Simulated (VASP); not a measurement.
Runs of VASP 6.6.1 on ZnSe (Stilleite). Symmetry: F-43m, No. 216, cubic system. The conventional cell has a = 5.668 Å, b = 5.668 Å, c = 5.668 Å, α = 90.00°, β = 90.00°, γ = 90.00°. Se (site symmetry -43m) has 4 Zn at 2.45 Å as nearest neighbours. Around Zn (site symmetry -43m) lie 4 Se at 2.45 Å. 

| task | level | cell | k mesh | cutoff (eV) | smearing | grid for exact exchange (PRECFOCK) | exchange at q = 0 | mesh quality | gap on the mesh (eV) | pressure (GPa) | relaxed volume (Å³/atom) |
| --- | --- | --- | --- | --- | --- | --- | --- | --- | --- | --- | --- |
| relaxation of cell and atoms | PBEsol+D3(BJ) | relaxed | 8 × 8 × 8 | 600 | fermi-dirac 0.05 eV | - | - | not flagged | (a) | 0.0 | 21.73 |
| band structure | PW91 | as given | 8 × 8 × 8 | 520 | fermi-dirac 0.05 eV | - | - | not flagged | 1.28 | 2.3 | - |
| relaxation of cell and atoms | PBE+MBD | relaxed | 8 × 8 × 8 | 600 | fermi-dirac 0.05 eV | - | - | not flagged | 1.25 | 0.0 | 23.00 |
| single point | PBEsol | as given | 8 × 8 × 8 | 520 | gaussian 0.02 eV | - | - | not flagged | 1.17 | (b) | - |
| core levels | AM05+D4 | as given | 8 × 8 × 8 | 520 | gaussian 0.01 eV | - | - | not flagged | 1.27 | -1.6 | - |
| relaxation of cell and atoms | revPBE | relaxed | 8 × 8 × 8 | 600 | fermi-dirac 0.05 eV | - | - | not flagged | 1.15 | 0.0 | 24.30 |
| relaxation of cell and atoms | PBE+TS | relaxed | 8 × 8 × 8 | 600 | fermi-dirac 0.05 eV | - | - | not flagged | 1.22 | 0.0 | 23.18 |
| relaxation of cell and atoms | PBE0 | relaxed | 4 × 4 × 4 | 600 | fermi-dirac 0.05 eV | Fast | default | coarse | 3.05 | 0.0 | 23.16 |

Alike in all rows: potentials or basis VASP PAW PBE potentials, release 64 (Se, Zn); no spin polarisation.

Estimate the missing entries.

(a) 1.36; (b) -0.9.

Caveats: some runs use coarse meshes; the PAW data sets were made with another functional, which shifts forces and pressure a little (some runs).

A k mesh can miss the band edges, and the runs leave out spin-orbit coupling on Se.

Not every run made on this cell is shown here.
